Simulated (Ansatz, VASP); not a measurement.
## One calculation of Cu3Au (Auricupride), two programs

```xyz
4
Lattice="3.7400 0.0000 0.0000 0.0000 3.7400 0.0000 0.0000 0.0000 3.7400" Properties=species:S:1:pos:R:3 pbc="T T T"
Cu    0.0000    1.8700    1.8700
Cu    1.8700    0.0000    1.8700
Cu    1.8700    1.8700    0.0000
Au    0.0000    0.0000    0.0000
```

Alike in both runs: task single point; functional PBEsol; k mesh 6 × 6 × 6; occupations gaussian, width 0.1 eV; no spin polarisation.

|  | VASP | Ansatz |
| --- | --- | --- |
| version | VASP 6.6.1 | Ansatz 0.2.0 |
| potentials or method | VASP PAW PBE potentials, release 64 (Cu, Au) | scalar-relativistic, plane waves, PAW |
| plane-wave cutoff (eV) | 520 | 420 |
| valence electrons in the cell | 44 | 76 |

VASP gave:

| Item | Value |
| --- | --- |
| gap on the k mesh at the Fermi level (eV) | none |
| pressure (GPa) | -3.2 |

Question: Which values does Ansatz return?

Answer: gap on the k mesh at the Fermi level (eV): none; pressure (GPa): -3.5.

A gap of «none» marks a metal or a gap that the smearing closes. With one functional, cell and mesh, what is left measures potentials, basis and numerics. The two sets of potentials don't hold the same shells in valence.

Caveats: the PAW data sets were made with another functional, which shifts forces and pressure a little (VASP). The runs have no spin-orbit coupling, so splittings on Au are missing.
